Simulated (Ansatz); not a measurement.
HfN: moving N off its site

HfN, Fm-3m, a = 4.518 Å (as given, not relaxed at this level: 5.4 GPa). Ansatz: PBE, PAW, 420 eV, Γ-centred 18×18×18 mesh on 2 atoms, Gaussian smearing 0.15 eV; no spin polarisation.

```xyz
2
Lattice="0.0000 2.2590 2.2590 2.2590 0.0000 2.2590 2.2590 2.2590 0.0000" Properties=species:S:1:pos:R:3 pbc="T T T"
Hf    0.0000    0.0000    0.0000
N     2.2590    2.2590    2.2590
```

Atom 2 (N) moves by x along the unit vector (0.000, -0.707, -0.707), with its periodic images; all else is held. y is the free energy of the cell over the start, F the force along the path summed over the moved atoms. Symmetry makes y even in x.

| x (Å) | y (meV) | F (eV/Å) |
| --- | --- | --- |
| -0.3000 | 525.4 | 3.52 |
| -0.1500 | 131.9 | 1.74 |
| 0.0000 | 0.0 | 0.00 |
| 0.0375 | 8.3 | -0.44 |
| 0.0750 | 33.2 | -0.88 |
| 0.1125 | 74.5 | -1.32 |
| 0.1875 | ? | ? |
| 0.2250 | 294.9 | -2.61 |
| 0.2625 | 401.6 | -3.08 |

Fit y = c2 x² + c4 x⁴ to the energies of the other rows, give the force constant, and predict energy and force of the missing row.

Least squares on the rows shown. y = 5837.6 x² − 44.408 x⁴. The force constant is 2 c2 = 11.7 eV/Å², for the cell as given, at 5.4 GPa (for all images moving together, not for a lone atom). With two atoms in a cubic cell this is the optical mode at Γ (in a metal it hangs on mesh and smearing): ω = 521.5 √(2 c2/μ) = 494 cm⁻¹ for μ = 12.99 u. The force −dy/dx at the missing row is -2.19 eV/Å (computed -2.17). At x = 0.1875 the fit asked for gives 205.2 meV. The run gave 205.3 meV, so the fit is 0.1 meV too low, within the rms miss on the fitted rows (0.5 meV).

The cell has an odd number of electrons and ran without spin polarisation, so a magnetic or disproportionated state may lie lower. Spin–orbit coupling is left out, which can shift energies with elements as heavy as these.

Nitrogen sits in a single, almost perfectly parabolic well: the energy rises on every step away from the octahedral site, and the force always points back. There is thus no tendency to off-centring in this mode. The negative quartic coefficient shouldn't be read as real softening, since even at the largest displacement its contribution is smaller than the rms miss of the fit.

The stiffness fits the bonding expected in a group 4 nitride. Filled N 2p–Hf 5d bonding states hold the octahedron together, while the one electron left over per formula unit enters mainly Hf d states and makes the compound metallic. Moving N towards an octahedron edge shortens two Hf–N contacts and stretches the opposite two, so short-range repulsion and loss of overlap probably both add to the restoring force. The high frequency also owes much to the light N atom, which carries most of the motion. Metallic screening removes the LO–TO splitting, so the single force constant serves all three optical branches at Γ. It doesn't test the acoustic branches at finite wavevector, where phonon anomalies in such nitrides occur.
